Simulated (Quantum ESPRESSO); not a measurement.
## HgSe under changes of volume

One of the cells (28.067 Å³/atom); the others are scaled copies at fixed shape and fractional positions:

```
Hg Se
1.0
     0.00000    3.03900    3.03900
     3.03900    0.00000    3.03900
     3.03900    3.03900    0.00000
Hg Se
1 1
Direct
  0.00000 0.00000 0.00000
  0.75000 0.75000 0.75000
```

| Item | Value |
| --- | --- |
| Program | Quantum ESPRESSO 7.5 |
| Functional | PBE |
| Potentials or basis | PseudoDojo 0.5 SR PBE stringent |
| Cutoff | 1415 eV |
| Density cutoff | 5660 eV |
| k mesh | 8 × 8 × 8 |
| Occupations | fermi-dirac, width 0.05 eV |
| Spin | no spin polarisation |

```tsv
volume (Å³/atom)	energy over the lowest point (meV/atom)	pressure (GPa)
26.383	?	?
26.944	73.56	7.7
27.505	49.81	6.2
28.067	31.02	4.8
28.628	16.72	3.6
29.189	6.50	2.5
29.751	0.00	1.5
```

What does the run at 26.383 Å³/atom give?

Energy over the lowest point 103.32 meV/atom; pressure 9.4 GPa.

Worked out: A Birch-Murnaghan fit of order 3 (a polynomial in V^(-2/3)) to the other rows has its minimum at 30.60 Å³/atom, just outside them, with B0 = V·E''(V) = 45 GPa and B' = 4.1. It gives 102.74 meV/atom at 26.383 Å³/atom, against the run's 103.32, and -dE/dV = 9.2 GPa, against 9.4.

Energies are extrapolated to zero smearing.
